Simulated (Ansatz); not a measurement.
# AlNi2: tests of the settings

Aim, for AlNi2: see how the k-point mesh moves the results.

Program: Ansatz 0.2.0. Level of theory: DFT r2SCAN, scalar-relativistic, plane waves, PAW. These are calculated values, not measurements.

2 further runs of the same task are left out: 2 for a known fault of the program.

**1. The system as given**

The structure is trigonal, space group P-3m1 (No. 164). Conventional cell: a = 3.974 Å, b = 3.974 Å, c = 4.904 Å, α = 90.00°, β = 90.00°, γ = 120.00°. Al (site symmetry 3m) has 8 Ni at 2.37 to 2.48 Å as nearest neighbours. Around Ni (site symmetry 3m) lie 5 Al at 2.37 to 2.48 Å and 3 Ni at 2.47 Å. Around Ni (site symmetry -3m) lie 8 Ni at 2.45 to 2.47 Å and 6 Al at 2.75 Å. Ni (site symmetry -3m) is surrounded by 8 Ni at 2.45 to 2.77 Å and 6 Al at 2.48 Å.

Coordinates:

```xyz
6
Lattice="3.9740 0.0000 0.0000 -1.9870 3.4416 0.0000 0.0000 0.0000 4.9043" Properties=species:S:1:pos:R:3 pbc="T T T"
Al    0.0000    2.2944    0.9312
Al    1.9870    1.1472    3.9731
Ni    0.0000    2.2944    3.3600
Ni    1.9870    1.1472    1.5443
Ni    0.0000    0.0000    2.4521
Ni    0.0000    0.0000    0.0000
```

Source of the structure: the Materials Project (structure only). It is taken as it stands there.

**2. The base input**

The input, input.yaml:

```yaml
crystal:
  lattice:
    - [3.9740030242, 0.0, 0.0]
    - [-1.9870015121, 3.4415875737, 0.0]
    - [0.0, 0.0, 4.90425882]
  atoms:
    - { symbol: Al, position: [0.33333333, 0.66666667, 0.18987406] }
    - { symbol: Al, position: [0.66666667, 0.33333333, 0.81012594] }
    - { symbol: Ni, position: [0.33333333, 0.66666667, 0.68511004] }
    - { symbol: Ni, position: [0.66666667, 0.33333333, 0.31488996] }
    - { symbol: Ni, position: [0.0, 0.0, 0.5] }
    - { symbol: Ni, position: [0.0, 0.0, 0.0] }
basis:
  ecutwfc: 500
kpoints:
  mp_grid: { grid: [12, 12, 8] }
hamiltonian:
  xc: r2scan
scf:
  occupations: { method: gaussian, width: 0.1 }
output:
  forces: true
  stress: true
  eigenvalues: true
  populations: true
  write_density: true
  write_potential: true
  elf: true
  volumetric_format: npy
```

It was run beforehand and gave: -4077.4821 eV/atom at zero smearing, pressure 0.65 GPa, largest force 0.010 eV/Å, no gap on the mesh, in 12 SCF cycles and 56 s.

**3. K-point mesh: 1×1×1**

The input, input.yaml:

```yaml
crystal:
  lattice:
    - [3.9740030242, 0.0, 0.0]
    - [-1.9870015121, 3.4415875737, 0.0]
    - [0.0, 0.0, 4.90425882]
  atoms:
    - { symbol: Al, position: [0.3333333333, 0.6666666667, 0.18987406] }
    - { symbol: Al, position: [0.6666666667, 0.3333333333, 0.81012594] }
    - { symbol: Ni, position: [0.3333333333, 0.6666666667, 0.68511004] }
    - { symbol: Ni, position: [0.6666666667, 0.3333333333, 0.31488996] }
    - { symbol: Ni, position: [0.0, 0.0, 0.5] }
    - { symbol: Ni, position: [0.0, 0.0, 0.0] }
basis:
  ecutwfc: 500
kpoints:
  mp_grid: { grid: [1, 1, 1] }
hamiltonian:
  xc: r2scan
scf:
  occupations: { method: gaussian, width: 0.1 }
output:
  forces: true
  stress: true
  eigenvalues: true
```

Command:

```sh
$ ansatz run input.yaml --threads 1 --pin off --max-ram 2560MiB --backend cpu --events-out ev --progress --plain --runs-dir out
```

**4. K-point mesh: 3×3×2**

input.yaml: that of step 3 with these lines changed.

```diff
@@ -15,3 +15,3 @@
 kpoints:
-  mp_grid: { grid: [1, 1, 1] }
+  mp_grid: { grid: [3, 3, 2] }
 hamiltonian:
```

**5. K-point mesh set to 6×6×4**

input.yaml: that of step 4 with these lines changed.

```diff
@@ -15,3 +15,3 @@
 kpoints:
-  mp_grid: { grid: [3, 3, 2] }
+  mp_grid: { grid: [6, 6, 4] }
 hamiltonian:
```

**6. K-point mesh: 6×6×6**

input.yaml: that of step 5 with these lines changed.

```diff
@@ -15,3 +15,3 @@
 kpoints:
-  mp_grid: { grid: [6, 6, 4] }
+  mp_grid: { grid: [6, 6, 6] }
 hamiltonian:
```

**7. K-point mesh: 12×12×6**

input.yaml: that of step 6 with these lines changed.

```diff
@@ -15,3 +15,3 @@
 kpoints:
-  mp_grid: { grid: [6, 6, 6] }
+  mp_grid: { grid: [12, 12, 6] }
 hamiltonian:
```

**8. K-point mesh set to 12×12×10**

input.yaml: that of step 7 with these lines changed.

```diff
@@ -15,3 +15,3 @@
 kpoints:
-  mp_grid: { grid: [12, 12, 6] }
+  mp_grid: { grid: [12, 12, 10] }
 hamiltonian:
```

**9. K-point mesh set to 18×18×12**

input.yaml: that of step 8 with these lines changed.

```diff
@@ -15,3 +15,3 @@
 kpoints:
-  mp_grid: { grid: [12, 12, 10] }
+  mp_grid: { grid: [18, 18, 12] }
 hamiltonian:
```

(Steps that only read results are left out.)

What results come out of these runs, taken together?

The runs gave:

```
                                               quantity                        value
k-point mesh: within 10 and 1 meV/atom of 18×18×12 from  6×6×4 for 10; 12×12×6 for 1
```

In the sweep of the k-point mesh, 12×12×6 already comes within 1 meV/atom of the reference, and so do all later runs, at about 0.28 of the reference's time. That is measured against the best run here, which may itself be short of the limit. The gaps on the coarsest meshes are artefacts of sampling: the crystal is a metal on the dense ones. The error changes sign along the series, since a k mesh isn't variational, and a metal needs dense meshes to resolve its Fermi surface. Forces stay within 0.01 eV/Å of the reference from 12×12×6 on. Spin polarisation is off in the runs that give these values; a magnetic solution could lie lower.
